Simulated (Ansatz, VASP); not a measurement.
**AlN: VASP beside Ansatz**

```xyz
4
Lattice="2.9644 -4.6647 0.0000 2.9644 4.6647 0.0000 0.0000 0.0000 2.9503" Properties=species:S:1:pos:R:3 pbc="T T T"
Al    0.0000    0.0000    0.0000
Al    2.9644    0.0000    1.4752
N     4.2003    0.0000    0.0000
N     1.7284    0.0000    0.0000
```

Change from the starting cell: ordered vacancies on the anion sites of rutile (Cmmm, No. 65).

Alike in both runs: task relaxation of cell and atoms; functional PBE; k mesh 8 × 8 × 12; occupations gaussian, width 0.01 eV; no spin polarisation.

|  | VASP | Ansatz |
| --- | --- | --- |
| version | VASP 6.6.1 | Ansatz 0.2.0 |
| potentials or method | VASP PAW PBE potentials, release 64 (Al, N) | scalar-relativistic, plane waves, PAW |
| plane-wave cutoff (eV) | 600 | 420 |
| valence electrons in the cell | 16 | 16 |

```tsv
	VASP	Ansatz	Ansatz less VASP
gap on the k mesh at the Fermi level, each at its own relaxed structure (eV)	0.09	0.10	+0.006
relaxed volume (Å³/atom)	20.39	20.40	+0.010
relaxed cell length with the largest relative difference (Å)	2.949	2.950	+0.0012
```
